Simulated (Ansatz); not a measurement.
Write the native input for Ansatz 0.2.0 that does the following.

```yaml
Task: band structure
Functional: PBE
Potentials_or_basis: Ansatz PAW
Cutoff: "420 eV (not typed: the program's choice for these potentials)"
k_mesh: 5 × 5 × 5
Occupations: fermi-dirac, width 0.05 eV
Spin: spin-orbit coupling, no magnetisation
Path: "[[\"G\", \"X\", \"W\", \"K\", \"G\", \"L\", \"U\", \"W\", \"L\", \"K\"], [\"U\", \"X\"]]"
Points_for_each_segment_of_the_path: 14
```

CdTe:

```
Te Cd
1.0
     0.00000    3.20500    3.20500
     3.20500    0.00000    3.20500
     3.20500    3.20500    0.00000
Te Cd
1 1
Direct
  0.75000 0.75000 0.75000
  0.00000 0.00000 0.00000
```

These files were run (other wordings do the same):

input.yaml

```yaml
crystal:
  lattice:
    - [0.0, 3.205, 3.205]
    - [3.205, 0.0, 3.205]
    - [3.205, 3.205, 0.0]
  atoms:
    - { symbol: Te, position: [0.75, 0.75, 0.75] }
    - { symbol: Cd, position: [0.0, 0.0, 0.0] }
hamiltonian:
  xc: pbe
  pseudopotentials: { kind: paw_fr }
magnetization:
  noncollinear: true
  spin_orbit: true
kpoints:
  mp_grid: { grid: [5, 5, 5] }
  band_path:
    path:
      - [[0.0, 0.0, 0.0], [0.5, 0.0, 0.5], [0.5, 0.25, 0.75], [0.375, 0.375, 0.75], [0.0, 0.0, 0.0], [0.5, 0.5, 0.5], [0.625, 0.25, 0.625], [0.5, 0.25, 0.75], [0.5, 0.5, 0.5], [0.375, 0.375, 0.75]]
      - [[0.625, 0.25, 0.625], [0.5, 0.0, 0.5]]
    npoints: 14
scf:
  occupations: { method: fermi_dirac, width: 0.05 }
  n_extra_bands: 6
output:
  forces: true
  stress: true
  eigenvalues: true
  fatbands: false
```

Potentials or basis: Ansatz PAW.

The run is started by

```console
$ ansatz run input.yaml --threads 2 --pin off --max-ram 5632MiB --backend cpu --events-out ev --progress --plain --runs-dir out
```

It gave:

```
Pressure                : 4.3 GPa
Band gap on the k mesh  : 0.60 eV, direct
Band gap along the path : 0.60 eV, direct
```

Run time: 31 s on 2 threads of Intel(R) Xeon(R) Processor @ 2.70GHz (shared host), peak memory 0.69 GiB.
